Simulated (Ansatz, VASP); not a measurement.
# SnO: VASP beside Ansatz, part 3 of 3

One calculation is typed for both programs; each brings its own data sets. How far apart do they land? The cell is taken from a series of runs on this material, whose earlier steps may have relaxed, scaled, displaced or heated it; both programs get it as it stands.

VASP 6.6.1 and Ansatz 0.2.0.

So far: The structure; VASP: zone-centre phonons, PBEsol.

**3. Ansatz: zone-centre phonons, PBEsol**

Level of this step: Ansatz beside VASP: Kohn-Sham DFT, plane waves, PBEsol (Ansatz).

Ansatz runs on its default PAW (the set named soft_2) files.

The same cell, functional and mesh now go to Ansatz, which takes its cutoff from its data sets.

File input.yaml:

```yaml
crystal:
  lattice:
    - [3.3180515496, 0.0, 0.0]
    - [0.0, 5.7157465697, 0.0]
    - [0.0, 0.0, 3.8748874468]
  atoms:
    - { symbol: Sn, position: [0.0, 0.2336433438, 0.5271000597] }
    - { symbol: Sn, position: [0.5, 0.7663566562, 0.0271000597] }
    - { symbol: O, position: [0.0, 0.8850126293, 0.7229009403] }
    - { symbol: O, position: [0.5, 0.1149873707, 0.2229009403] }
kpoints:
  mp_grid: { grid: [8, 6, 8] }
hamiltonian:
  xc: pbesol
scf:
  occupations: { method: fixed }
output:
  eigenvalues: true
phonons:
  method: dfpt
  dielectric: true
  rigid_motions: translations
```

Launch:

```sh
ansatz run input.yaml --threads 2 --pin off --max-ram 5120MiB --backend cpu --events-out ev --progress --plain --runs-dir out
```

Numbers of over 12 decimals in the logs are rounded to 6 here.

Log:

```text
Engine: ansatz 0.2.0, x86_64-unknown-linux-gnu
Pseudopotentials: kind: paw
Pseudopotential: Sn, paw, valence charge 14, recommended cutoff 420 eV (normal), Sn.paw.azcp
Pseudopotential: O, paw, valence charge 6, recommended cutoff 420 eV (normal), O.paw.azcp
Functional definition: PBEsol
  exchange = pbesol_x
  correlation = pbesol_c
Crystal: 4 atoms, lattice volume = 73.488 Å³
Basis set: ecut = 420 eV, 1433 PW (Γ), exchange–correlation on 48×80×60 points (8 copies of the dense FFT grid, shifted against one another)
Bands: 24, of which v1, the nominal top of the filled ones, is band 20 counted from 1 (19 counted from 0)
Symmetry: 4 space group operations
k-points: 196 of 384 (irreducible under 1 space group operation, time reversal used)
Non-local potential: Sn, projectors of the file, l = 0: 2, l = 1: 2, l = 2: 2, l = 3: 2
Non-local potential: O, projectors of the file, l = 0: 2, l = 1: 2, l = 2: 1
PAW form: soft (Blöchl's): semilocal exchange-correlation on the pseudo side does not see the compensation charge
PAW frozen core: Sn, regenerated for the run's functional, and the local potential with it (the file was generated under x = pbe(κ = 0.804, μ = 0.219515), c = pbe(β = 0.066725))
PAW frozen core: O, regenerated for the run's functional, and the local potential with it (the file was generated under x = pbe(κ = 0.804, μ = 0.219515), c = pbe(β = 0.066725))
PAW one-centre angular grid: Sn, 590 points (default); XC on 64 Gauss nodes
PAW one-centre angular grid: O, 110 points (default); XC on 64 Gauss nodes
Initial density: superposition of atomic densities (neutral atoms: chi_scale 0, normalization atom), corrected by the library's trained network
Initial wavefunctions: pseudopotential atomic-orbital guess
Functional: x = pbesol(κ = 0.804, μ = 0.123457), c = pbesol(β = 0.046)
SCF iter   1: F=—  HF=-13021.077316 eV  |F-HF|=—  |Δ(HF+E_count)|=         —  Δρ=1.49e-2  dr2=1.57e-1  ethr=1.77e-3  ⟨swp⟩=5.0  Hψ=18153  notcnv=0  defer=386
preconditioner: auto → none  [insulator: Δε(μ)=1.127 eV  Ē_g=17.730 eV  n_scr=16 (ndim 8)  ℏωp=27.4 eV  f_vac=0.000  ε∞_Penn≈3.4]
SCF iter   2: F=—  HF=-13021.085578 eV  |F-HF|=—  |Δ(HF+E_count)|=   8.26e-3  Δρ=1.52e-2  dr2=1.91e-1  ethr=3.94e-4  ⟨swp⟩=2.4  Hψ=8736  notcnv=0  defer=390
SCF iter   3: F=—  HF=-13021.043826 eV  |F-HF|=—  |Δ(HF+E_count)|=   4.18e-2  Δρ=1.46e-3  dr2=1.18e-3  ethr=3.94e-4  ⟨swp⟩=2.0  Hψ=6454  notcnv=0  defer=392
SCF iter   4: F=—  HF=-13021.043854 eV  |F-HF|=—  |Δ(HF+E_count)|=   2.72e-5  Δρ=3.81e-4  dr2=8.17e-5  ethr=2.94e-6  ⟨swp⟩=2.7  Hψ=8903  notcnv=0  defer=392
SCF iter   5: F=—  HF=-13021.043861 eV  |F-HF|=—  |Δ(HF+E_count)|=   7.22e-6  Δρ=1.34e-4  dr2=5.56e-6  ethr=2.04e-7  ⟨swp⟩=2.0  Hψ=6341  notcnv=0  defer=389
SCF iter   6: F=—  HF=-13021.043865 eV  |F-HF|=—  |Δ(HF+E_count)|=   4.27e-6  Δρ=2.12e-5  dr2=4.48e-7  ethr=1.39e-8  ⟨swp⟩=2.0  Hψ=6272  notcnv=0  defer=135
SCF iter   7: F=—  HF=-13021.043865 eV  |F-HF|=—  |Δ(HF+E_count)|=   3.89e-7  Δρ=6.60e-6  dr2=1.91e-8  ethr=1.12e-9  ⟨swp⟩=2.2  Hψ=8102  notcnv=0  defer=4
SCF iter   8: F=—  HF=-13021.043865 eV  |F-HF|=—  |Δ(HF+E_count)|=   1.34e-8  Δρ=1.32e-6  dr2=1.09e-9  ethr=4.78e-11  ⟨swp⟩=2.0  Hψ=8521  notcnv=0  defer=4
SCF iter   9: F=-13021.043865 eV  HF=-13021.043865 eV  |F-HF|=4.18e-11  |Δ(HF+E_count)|=  2.53e-10  Δρ=3.10e-7  dr2=9.07e-11  ethr=1.00e-12  ⟨swp⟩=8.9  Hψ=29173  notcnv=0
SCF 1 converged in 9 iterations: F = -13021.043865 eV  dr2 = 9.07e-11
  greatest PAW one-centre occupation: 0.993 electrons in one spin orbital (limit 2), on the Sn atom at site 1 (counted from 0), in its partial waves of l = 2
DFPT response loops at Γ: preconditioner auto → Resta (q_TF=auto, 2.465 Å⁻¹)  ε∞=7.0 (no band partly filled); β = 1.00, the filter's whole step (`scf.mixing.beta` (0.50) is not read by the response loops at its default; to damp them type it under 1.00, their step now; it binds the ground state too); Broyden in place of MSR1
── the response to a field inside a basis, on 12×8×10 k-points: an SCF that follows is theirs, and a resumed run solves both again ──
Bands: 21, of which v1, the nominal top of the filled ones, is band 20 counted from 1 (19 counted from 0)
k-points: 120 of 960 (time reversal used)
Initial density: handed on by an earlier stage of this run
Initial wavefunctions: pseudopotential atomic-orbital guess (no wavefunctions were taken with the density)
Eigensolver: Dense (120 Hₖ)
SCF iter   1: F=—  HF=-13021.042152 eV  |F-HF|=—  |Δ(HF+E_count)|=         —  Δρ=4.47e-4  dr2=2.48e-5  ethr=1.00e-1
preconditioner: auto → none  [insulator: Δε(μ)=1.393 eV  Ē_g=16.227 eV  n_scr=16 (ndim 8)  ℏωp=27.4 eV  f_vac=0.000  ε∞_Penn≈3.9]
SCF iter   2: F=—  HF=-13021.042159 eV  |F-HF|=—  |Δ(HF+E_count)|=   6.81e-6  Δρ=2.14e-4  dr2=1.79e-5  ethr=6.20e-8
SCF iter   3: F=—  HF=-13021.042161 eV  |F-HF|=—  |Δ(HF+E_count)|=   2.60e-6  Δρ=1.62e-4  dr2=1.24e-5  ethr=4.46e-8
SCF iter   4: F=—  HF=-13021.042160 eV  |F-HF|=—  |Δ(HF+E_count)|=   1.62e-6  Δρ=1.87e-5  dr2=1.11e-7  ethr=3.09e-8
SCF iter   5: F=-13021.042160 eV  HF=-13021.042160 eV  |F-HF|=4.10e-9  |Δ(HF+E_count)|=   3.05e-8  Δρ=7.46e-6  dr2=1.43e-8  ethr=2.78e-10
SCF 1 converged in 5 iterations: F = -13021.042160 eV  dr2 = 1.43e-8
DFPT response loops at Γ: preconditioner auto → Resta (q_TF=auto, 2.465 Å⁻¹)  ε∞=6.6 (no band partly filled); β = 1.00, the filter's whole step (`scf.mixing.beta` (0.50) is not read by the response loops at its default; to damp them type it under 1.00, their step now; it binds the ground state too); Broyden in place of MSR1
WARN: field response: ε∞ stands inside a basis, on 12×8×10 points; the force constants stand on the 8×6×8 k-mesh, whose period is 10.22 times the interband length at k = (0.3750, -0.5000, 0.0000), direct gap 1.864 eV, under 14: take them and everything formed from them as unconverged, and compare with a denser kpoints.mp_grid
SCF converged after 9 iterations
Free energy (F): -13021.043865 eV
Harris-Foulkes:  -13021.043865 eV  (|F-HF|=4.18e-11)
Internal energy: -13021.043865 eV  (E = F + TS)
E sigma→0 (E₀):  -13021.043865 eV
Fermi energy:    8.341763 eV
--- Per-component energies (eV) ---
  E_band       = -216.012485
  E_kinetic    = 722.146949
  E_local      = -2815.860437  (includes V_loc(G=0)·N_el)
  E_nonlocal   = 36.141625
  E_hartree    = 1500.453355
  E_xc         = -903.970985
  E_vxc        = -380.282980  (∫ρ·V_xc dr)
  E_paw        = -8433.937501  (= ΣΔE_a)
  E_vpaw       = -779.069082  (= ΣTr[D̂ρ^β])
  E_aug_tail   = 0.004834  (compensation charges beyond the density's cutoff)
  E_ewald      = -3126.661961
  E_core_change = 0.640255  (= ΣΔE_core)
  E_smearing   = -0.000000  (= −TS)
  E_closure    = 0.000000  (closes the sum)
  Σ components = -13021.043865   (vs F -13021.043865, Δ=0.00e0)
--- Band table (eV; the first three rows and the last of 196) ---
  k-point 0: bands = [... 16 lower, 4.5264, 5.6113, 6.0963, 8.3418, 11.5494, 11.6351, 14.6359, 14.6376]
  k-point 1: bands = [... 16 lower, 4.6267, 5.5784, 6.3119, 8.1180, 11.4165, 11.6639, 13.9084, 14.6640]
  k-point 2: bands = [... 16 lower, 4.8537, 5.4738, 6.6651, 7.5377, 11.0280, 11.7713, 12.9816, 14.6771]
  k-point 195: bands = [... 16 lower, 4.4965, 4.4965, 7.8576, 7.8576, 10.7131, 10.7131, 12.5071, 12.5071]
--- Phonons (Γ-DFPT): 6 representative perturbations + reference, on 196 of 384 k-points (Σ response iterations 18) ---
  k mesh reduced under 1 symmetry operation, with k and −k counted as one. Each operation leaves every solved perturbation unchanged. A smaller set is not considered because the run solves the response to a homogeneous field
  ASR residual: 2.108e-4 → 0.000e0 eV/Å²; symmetrization residual: 9.948e-6 eV/Å²
  ASR residual per site (eV/Å²): 5.32e-5 5.32e-5 2.11e-4 2.11e-4
  Γ frequencies (cm⁻¹): 0.00 0.00 0.00 97.91 126.33 155.29 239.92 322.35 324.90 408.71 468.64 479.56
  ε∞ (high-frequency dielectric tensor):
        8.639471     0.000000     0.000000
        0.000000     7.141258     0.000000
        0.000000     0.000000     6.720494
  ε⁰ (static dielectric tensor: ions relaxed, cell fixed):
       16.696862    -0.000000    -0.000000
       -0.000000    11.907246    -0.000000
       -0.000000    -0.000000    14.863244
  ε⁰ − ε∞ (ionic part):
        8.057391    -0.000000    -0.000000
       -0.000000     4.765987    -0.000000
       -0.000000    -0.000000     8.142750
  softest optical mode at Γ: 97.91 cm⁻¹; the repairs (sum rule, projections) moved no ω² at Γ by more than (2.40 cm⁻¹)²
  Born effective charges Z* (e; rows j = field, columns β = displacement):
    site 0:
         2.99240    0.00000    0.00000
        -0.00000    2.96818    0.12457
         0.00000   -0.50671    2.42391
    site 1:
         2.99240    0.00000   -0.00000
        -0.00000    2.96818   -0.12457
         0.00000    0.50671    2.42391
    site 2:
        -2.99240    0.00000   -0.00000
        -0.00000   -2.96818    0.87178
        -0.00000    1.28264   -2.42391
    site 3:
        -2.99240    0.00000    0.00000
         0.00000   -2.96818   -0.87178
        -0.00000   -1.28264   -2.42391
  Z* charge neutrality: 2.377e-3 e pre-enforcement
  solved inside a basis spanned on kpoints, on 12×8×10 k-points, its susceptibility summed on 16×10×14: ε∞ is read to err by 2.9e-2, Z* by 2.0e-2 e (field_mesh: kpoints solves on kpoints); Z* is corrected for what the basis lacks
  optical modes at Γ without the LO–TO term, one row a degenerate level:
      ω (cm⁻¹)  modes    IR ((D/Å)²/amu)
         97.91      1             0.0000
        126.33      1             0.0011
        155.29      1             3.6815
[...]
optical modes at Γ + LO–TO along q̂ = [1.0000, 0.0000, 0.0000]:
      ω (cm⁻¹)  modes    IR ((D/Å)²/amu)
[...]
optical modes at Γ + LO–TO along q̂ = [0.0000, 1.0000, 0.0000]:
      ω (cm⁻¹)  modes    IR ((D/Å)²/amu)
[...]
optical modes at Γ + LO–TO along q̂ = [0.0000, 0.0000, 1.0000]:
      ω (cm⁻¹)  modes    IR ((D/Å)²/amu)
[...]
126.33      1             0.0011
        180.47      1             0.9514
        260.62      1             1.9037
        322.35      1             5.5388
        324.90      1            29.3054
        408.71      1             0.0000
        479.56      1            25.4909
        552.06      1            21.2178
```

**4. Side by side**

Known differences besides the potentials themselves: fixed occupations in Ansatz, narrow Gaussian smearing in VASP; VASP's response is taken on the typed mesh, Ansatz refines its own for the field response alone; the cutoff is 420 eV in Ansatz and 600 eV in VASP; Ansatz makes its cores anew for this functional, VASP keeps those of its PBE data sets; VASP's log repeats an internal error in its field response. Total energies have different zeros and are not compared.

Compared:

```tsv
quantity	Ansatz	VASP	difference
ε∞ xx	8.64	8.81	-1.96 %
ε∞ yy	7.14	7.13	+0.15 %
ε∞ zz	6.72	6.72	-0.01 %
Born charge of Sn1 (mean of the diagonal) (e)	2.79	2.79	0.00
Born charge of O3 (mean of the diagonal) (e)	-2.79	-2.79	0.00
optical mode 1 (cm⁻¹)	97.9	98.8	-0.87 %
optical mode 2 (cm⁻¹)	126.3	127.1	-0.63 %
optical mode 3 (cm⁻¹)	155.3	154.6	+0.46 %
optical mode 4 (cm⁻¹)	239.9	240.5	-0.24 %
optical mode 5 (cm⁻¹)	322.4	324.3	-0.61 %
optical mode 6 (cm⁻¹)	324.9	330.1	-1.58 %
optical mode 7 (cm⁻¹)	408.7	412.7	-0.96 %
optical mode 8 (cm⁻¹)	468.6	473.2	-0.97 %
optical mode 9 (cm⁻¹)	479.6	483.5	-0.82 %
```

Modes are paired by rising frequency, not by their patterns, so a pair may set unlike modes beside each other; they are those without the splitting of longitudinal modes.

**5. What came out**

```yaml
r_m_s_difference_of_the_optical_zone_centre_modes_each_program_s_sorted_by_frequency_zone_centre_phonons_pbesol: 3.1 cm⁻¹
difference_in_eps_infinity_xx_zone_centre_phonons_pbesol: -2.0 %
```

What this shows: The r.m.s. difference of the optical zone-centre modes, each program's sorted by frequency is 3.1 cm⁻¹ (zone-centre phonons, PBEsol). Among the rows given in per cent, the largest difference of the zone-centre phonons, PBEsol pair is in ε∞ xx, -2.0 %. How closely two codes agree says nothing of how well the functional describes the real material.

[Lines on the potential files, build, host, timing and source positions are cut from VASP's logs without a mark.]

[Logs are printed without paths, hosts, clocks, repeated set-up lines and the standing remarks that a program may print on its own settings, such as how far it seeks lower states.]

[Hosts, paths, dates, database ids (printed as entryN), source tags and the programs' standing remarks are cut or masked in the printed files.]
